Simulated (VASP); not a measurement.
# Se: relaxation of cell and atoms with PBEsol

Crystal: Se.

```xyz
1
Lattice="1.9142 1.1052 0.7791 -1.9142 1.1052 0.7791 0.0000 -2.2103 0.7791" Properties=species:S:1:pos:R:3 pbc="T T T"
Se    0.0000    0.0000    0.0000
```

This isn't the form of Se at room conditions, which is trigonal, of chains.

```yaml
Program: VASP 6.6.1
Task: relaxation of cell and atoms
Functional: PBEsol
Potentials_or_basis: VASP PAW PBE potentials, release 64 (Se)
Cutoff: 520 eV
k_mesh: 21 × 21 × 21
Occupations: gaussian, width 0.1 eV
Spin: no spin polarisation
Target_pressure: 250 GPa
Further_INCAR_settings: ALGO = Normal; EDIFF = 1e-07; IBRION = 2; EDIFFG = -0.15; NSW = 80; ISIF = 3
Target_pressure: 250 GPa
```

The pressure after relaxing is 250.1 GPa and the band gap on the k mesh is none (metal or under the smearing width).

Stress tensor (GPa, compression positive):
```
249.44   0.00   0.00
  0.00 249.44   0.00
  0.00   0.00 251.37
```

Final structure:
```xyz
1
Lattice="1.9142 1.1052 0.7791 -1.9142 1.1052 0.7791 0.0000 -2.2103 0.7791" Properties=species:S:1:pos:R:3 pbc="T T T"
Se    0.0000    0.0000    0.0000
```

Levels at points of the mesh, in eV from the Fermi level:
```tsv
k point	band 1	band 2	band 3	band 4	band 5	band 6	band 7
(0.00, 0.00, 0.00)	-26.14	8.87	8.87	8.97	14.42	14.47	14.47
```

Run time: 18 s on 1 thread of Intel(R) Xeon(R) 6975P-C (Granite Rapids) (shared host), peak memory 0.17 GiB.

Caveat: the relaxation stopped at its first step, so nothing moved; the cell is relaxed towards a set pressure, so the enthalpy falls and the energy may rise; the PAW data sets were made with another functional, which shifts forces and pressure a little.
